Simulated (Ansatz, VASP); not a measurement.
**Ta2C3: VASP beside Ansatz**

```xyz
5
Lattice="2.9699 0.0000 0.0000 0.0000 2.9699 0.0000 0.0000 0.0000 5.8876" Properties=species:S:1:pos:R:3 pbc="T T T"
Ta    0.0000    0.0000    3.1802
Ta    0.0000    0.0000    0.5227
C     1.4849    0.0000    4.7952
C     0.0000    1.4849    4.7952
C     1.4849    1.4849    1.8514
```

Alike in both runs: functional PBE; k mesh 4 × 4 × 4; occupations gaussian, width 0.1 eV; no spin polarisation.

Ansatz relaxed the structure, and its values are those at the end. VASP's run is a single point on that final structure, the one shown.

|  | VASP | Ansatz |
| --- | --- | --- |
| version | VASP 6.6.1 | Ansatz 0.2.0 |
| potentials or method | VASP PAW PBE potentials, release 64 (Ta_pv, C) | scalar-relativistic, plane waves, PAW |
| plane-wave cutoff (eV) | 520 | 420 |
| valence electrons in the cell | 34 | 38 |

```csv
,VASP,Ansatz,Ansatz less VASP
gap on the k mesh at the Fermi level (eV),none,none,-
pressure (GPa),0.7,0.0,-0.67
rms of the force components (eV/Å),0.014,0.003,-0.0110
```

A gap of «none» marks a metal or a gap that the smearing closes. The two sets of potentials don't hold the same shells in valence.

Caveats: the k mesh is coarse (spacing up to 0.53 Å⁻¹), so the values aren't converged. Spin-orbit coupling is left out, which matters for the levels of Ta.
